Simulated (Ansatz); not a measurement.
A (100) slab of MoP (P-6m2 (No. 187)), 8 planes, outer planes Mo (top) and P (bottom), with 8 atoms (Mo4P4) in a surface cell of A = 10.356 Å², as cut from the bulk:

```xyz
8
Lattice="3.1952 0.0000 0.0000 0.0000 3.2410 0.0000 0.0000 0.0000 25.2917" Properties=species:S:1:pos:R:3 pbc="T T T"
P     1.5976    1.6205    7.5000
Mo    0.0000    1.6205    9.3712
P     1.5976    0.0000   10.3068
Mo    0.0000    0.0000   12.1780
P     1.5976    1.6205   13.1137
Mo    0.0000    1.6205   14.9849
P     1.5976    0.0000   15.9205
Mo    0.0000    0.0000   17.7917
```

These are results of DFT PBE, scalar-relativistic, plane waves, PAW in Ansatz 0.2.0, not measurements. Cutoff 420 eV; k points 11×11×1 on the computed 8-atom cell (Γ-centred); Gaussian smearing, width 0.10 eV; no spin polarisation. The cell repeats along c with a dipole correction in the vacuum.

Against the same 8 atoms in the bulk, the slab as cut lies 5.174 eV higher and the relaxed slab 4.959 eV higher.

(1) Work out the surface energy before and after relaxation.

(2) What is the ideal work of this cut, per area?

Answers

(1) The slab has two faces, so γ = (E_slab − N·E_bulk)/(2A), the mean of both. As cut: 5.174/(2 × 10.356) = 0.2498 eV/Å², and 1 eV/Å² = 16.02 J/m², so γ = 4.00 J/m². Relaxed: 4.959/(2 × 10.356) = 0.2394 eV/Å² = 3.84 J/m². Relaxation recovers 4 % of the cost of cutting.

(2) Griffith's ideal work is 2γ: 8.00 J/m² if the new faces stay rigid, 7.67 J/m² if they relax. Other cuts parallel to this plane can cost less. One thickness was run, 8 planes, so γ can still shift with it.

The high cost of this cut follows from where it passes through the crystal. Mo and P planes alternate with a short and a long spacing, and here the break runs through the short one. More Mo–P bonds cross that gap than the long one, so the outer Mo and P atoms each lose most of their unlike neighbours. Breaking the long spacing instead would sever fewer of these bonds and probably take less work.

Relaxation lowers the surface energy only from 4.00 to 3.84 J/m². This suggests that small shifts of the atoms strengthen the remaining bonds somewhat but cannot replace the lost ones, in a stiff network of Mo d–P p bonds. Although the two faces differ in composition, MoP is a metal, and its mobile electrons can screen the polarity that would be a serious problem in an ionic insulator. The small surface cell leaves open whether a reconstruction with a larger period would lower the energy further.
